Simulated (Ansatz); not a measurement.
Molecular dynamics on a 2×2×2 supercell (16 atoms) of YN (Fm-3m), relaxed with r2SCAN. Forces come from PBE in Ansatz 0.2.0: a Langevin thermostat at fixed volume, 800 K, steps of 3 fs. Computed, non-magnetic; the trajectory is short and the cell small, so nothing here is a converged average.

```yaml
crystal:
  lattice:
    - [0.0, 4.8960959512, 4.8960959512]
    - [4.8960959512, 0.0, 4.8960959512]
    - [4.8960959512, 4.8960959512, 0.0]
  atoms:
    - { symbol: "Y", position: [0.0, 0.0, 0.0] }
    - { symbol: "N", position: [0.25, 0.25, 0.25] }
    - { symbol: "Y", position: [0.0, 0.0, 0.5] }
    - { symbol: "N", position: [0.25, 0.25, 0.75] }
    - { symbol: "Y", position: [0.0, 0.5, 0.0] }
    - { symbol: "N", position: [0.25, 0.75, 0.25] }
    - { symbol: "Y", position: [0.0, 0.5, 0.5] }
    - { symbol: "N", position: [0.25, 0.75, 0.75] }
    - { symbol: "Y", position: [0.5, 0.0, 0.0] }
    - { symbol: "N", position: [0.75, 0.25, 0.25] }
    - { symbol: "Y", position: [0.5, 0.0, 0.5] }
    - { symbol: "N", position: [0.75, 0.25, 0.75] }
    - { symbol: "Y", position: [0.5, 0.5, 0.0] }
    - { symbol: "N", position: [0.75, 0.75, 0.25] }
    - { symbol: "Y", position: [0.5, 0.5, 0.5] }
    - { symbol: "N", position: [0.75, 0.75, 0.75] }
kpoints:
  mp_grid: { grid: [2, 2, 2] }
hamiltonian:
  xc: pbe
scf:
  occupations: { method: fermi_dirac, width: 0.069 }
md:
  ensemble: nvt_langevin
  temperature: 800
  timestep: 3.0
  n_steps: 30
  initial_velocities: maxwell_boltzmann
  seed: 5648
```

Command: `ansatz run input.yaml --threads 4 --pin off --max-ram 3686MiB --backend cpu --events-out ev --progress --plain --runs-dir out`. It took 60 s on 4 threads of Intel(R) Xeon(R) Platinum 8259CL CPU @ 2.50GHz (Skylake/Cascade Lake) (shared host); peak host memory 0.91 GiB.

| step | t (fs) | T (K) | free energy F from step 0 (meV/atom) | kinetic energy (meV/atom) | largest force (eV/Å) |
| --- | --- | --- | --- | --- | --- |
| 0 | 0 | 750 | 0.0 | 96.9 | 0.00 |
| 1 | 3 | 694 | 1.2 | 89.7 | 0.49 |
| 2 | 6 | 724 | 4.9 | 93.5 | 0.80 |
| 3 | 9 | 692 | 11.5 | 89.4 | 1.02 |
| 4 | 12 | 663 | 21.0 | 85.7 | 1.43 |
| 5 | 15 | 558 | 31.7 | 72.1 | 1.77 |
| 6 | 18 | 491 | 42.0 | 63.5 | 2.01 |
| 7 | 21 | 442 | 51.1 | 57.1 | 2.09 |
| 8 | 24 | 382 | 57.9 | 49.4 | 1.97 |
| 9 | 27 | 294 | 62.1 | 38.0 | 1.79 |
| 10 | 30 | 317 | 62.4 | 41.0 | 1.85 |
| 11 | 33 | 366 | 58.8 | 47.3 | 1.83 |
| 12 | 36 | 473 | 54.3 | 61.2 | 1.85 |
| 13 | 39 | 642 | 50.9 | 82.9 | 1.99 |
| 14 | 42 | 639 | 50.1 | 82.6 | 2.17 |
| 15 | 45 | 536 | 51.2 | 69.2 | 2.31 |
| 16 | 48 | 537 | 53.5 | 69.4 | 2.32 |
| 17 | 51 | 547 | 55.6 | 70.7 | 2.20 |
| 18 | 54 | 569 | 56.3 | 73.5 | 2.00 |
| 19 | 57 | 585 | 56.6 | 75.6 | 1.78 |
| 20 | 60 | 610 | 58.3 | 78.8 | 1.75 |
| 21 | 63 | 672 | 62.4 | 86.9 | 1.73 |
| 22 | 66 | 716 | 68.7 | 92.6 | 1.68 |
| 23 | 69 | 618 | 75.3 | 79.8 | 2.03 |
| 24 | 72 | 622 | 79.6 | 80.3 | 2.31 |
| 25 | 75 | 580 | 81.2 | 75.0 | 2.42 |
| 26 | 78 | 592 | 80.5 | 76.6 | 2.35 |
| 27 | 81 | 547 | 78.2 | 70.8 | 2.19 |
| 28 | 84 | 538 | 74.3 | 69.5 | 1.96 |
| 29 | 87 | 588 | 69.1 | 76.0 | 1.78 |
| 30 | 90 | 663 | 63.1 | 85.6 | 1.92 |

The temperature starts at 750 K, is lowest at step 9 (294 K, 27 fs) and ends at 663 K. The atoms start on their lattice sites with kinetic energy alone, so much of it first passes into potential energy. By the last step the atoms have moved 0.16 Å in the root mean square, the drift of the whole cell taken out, 0.27 Å at most.

Positions (Å) and forces (eV/Å) at step 30:
```
Y   -0.018   0.076   0.029     0.609  -0.081  -0.588
N    2.543   2.520   2.342    -0.243   0.149   0.657
Y    2.650   2.338   0.092    -1.740   0.640  -0.486
N    4.911   4.906   2.498    -0.262  -0.407  -0.403
Y    2.501  -0.024   2.463    -0.148   0.708  -0.027
N    4.851   2.363   4.889     0.018   0.906  -0.602
Y    5.082   2.498   2.464    -0.745  -0.748   0.079
N    7.209   5.115   4.987     0.975  -0.812  -0.735
Y   -0.038   2.466   2.521     0.780   0.233  -0.973
N    2.246   5.042   4.810     1.179  -0.924   0.290
Y    2.604   4.872   2.387    -1.313   0.300   0.405
N    4.880   7.346   4.790     0.273  -0.009   0.693
Y    2.503   2.547   4.771    -0.308  -0.672   0.870
N    4.776   4.783   7.284     0.517   0.762   0.252
Y    4.997   4.822   4.930     0.096   0.510   0.227
N    7.341   7.498   7.243     0.312  -0.555   0.341
```
